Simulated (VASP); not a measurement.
Write the native input for VASP 6.6.1 that does the following.

* Task: band structure
* Functional: r2SCAN
* Potentials or basis: VASP PAW PBE potentials, release 64 (Ag, Br)
* Cutoff: 520 eV
* k mesh: 8 × 8 × 8
* Occupations: gaussian, width 0.03 eV
* Spin: no spin polarisation
* Further INCAR settings: ALGO = Normal; EDIFF = 1e-06

The structure of AgBr lies in POSCAR:

```
AgBr                                    
1.0
    0.0000000000      2.8363309760      2.8363309760
    2.8363309760      0.0000000000      2.8363309760
    2.8363309760      2.8363309760     -0.0000000000
  Ag              Br            
     1     1
Direct
     1.0000000000000000    0.0000000000000000    1.0000000000000000
     0.5000000000000000    0.5000000000000000    0.5000000000000000
```

One way to write it, as run:

INCAR

```
SYSTEM = AgBr
PREC     = Accurate       ! precision mode
ENCUT    = 520            ! plane-wave cutoff, eV
EDIFF    = 1E-6           ! SCF threshold, eV
ISMEAR   = 0              ! smearing method
SIGMA    = 0.03           ! smearing width, eV
LREAL    = .False.        ! projectors in reciprocal space
LASPH    = .True.         ! aspherical terms in the spheres
NELM     = 80             ! most SCF steps
ALGO     = Normal         ! electronic algorithm
ISIF     = 2              ! what is computed and relaxed
LWAVE    = .False.        ! write WAVECAR
LCHARG   = .False.        ! write CHGCAR
LMAXMIX  = 4              ! l up to which the mixer works
METAGGA  = R2SCAN         ! meta-GGA
LMIXTAU  = .True.
```

KPOINTS

```
regular mesh
0
Gamma
  8 8 8
  0 0 0
```

KPOINTS_OPT

```
explicit points
252
Reciprocal
 0.0000000000  0.0000000000  0.0000000000 1
 0.0357142857  0.0000000000  0.0357142857 1
 0.0714285714  0.0000000000  0.0714285714 1
 0.1071428571  0.0000000000  0.1071428571 1
 0.1428571429  0.0000000000  0.1428571429 1
 0.1785714286  0.0000000000  0.1785714286 1
[... 244 lines left out ...]
 0.4886948100  0.0113051900  0.5000000000 1
 0.5113051900 -0.0113051900  0.5000000000 1
```

Potentials or basis: VASP PAW PBE potentials, release 64 (Ag, Br).

The run is started by

```console
$ cat potpaw_PBE.64/Ag/POTCAR potpaw_PBE.64/Br/POTCAR > POTCAR
$ mpirun -np 1 vasp_std > vasp.out
```

It gave:

| Property | Result |
| --- | --- |
| Pressure | 3.1 GPa |
| Band gap on the k mesh | 1.25 eV, indirect (least direct gap 3.42 eV) |
| Band gap along the path | 1.25 eV, indirect (least direct gap 3.40 eV) |

Caveat: the PAW data sets were made with another functional, which shifts forces and pressure a little.

Wall time 3.4 min on 1 thread of AMD EPYC 9R45 (Zen 5), with other jobs on the host, peak memory 0.15 GiB.
